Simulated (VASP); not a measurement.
# As: single point with HSE(alpha, omega)

The system is As.

```xyz
1
Lattice="2.7037 0.0000 0.0000 0.0000 2.7037 0.0000 0.0000 0.0000 2.7037" Properties=species:S:1:pos:R:3 pbc="T T T"
As    1.3518    1.3518    1.3518
```

This isn't the form of As at room conditions, which is rhombohedral.

* Program: VASP 6.6.1
* Task: single point
* Functional: HSE(alpha, omega)
* Potentials or basis: VASP PAW PBE potentials, release 64 (As)
* Cutoff: 520 eV
* k mesh: 5 × 5 × 5
* Occupations: fermi-dirac, width 0.05 eV
* Spin: no spin polarisation

| Item | Value |
| --- | --- |
| Pressure | -4.3 GPa |
| Band gap on the k mesh | none (metal or under the smearing width) |

Levels at points of the mesh, in eV from the Fermi level:
| k point | band 1 | band 2 | band 3 | band 4 | band 5 | band 6 |
| --- | --- | --- | --- | --- | --- | --- |
| (0.00, 0.00, 0.00) | -17.95 | 4.91 | 4.91 | 4.91 | 9.18 | 9.18 |

Run time: 12 s on 1 thread of Intel(R) Xeon(R) 6975P-C (Granite Rapids), on a shared host, peak memory 0.21 GiB.

Caveat: the k mesh is coarse (spacing up to 0.46 Å⁻¹), so the values aren't converged, least of all with exact exchange; the PAW data sets were made with another functional, which shifts forces and pressure a little.
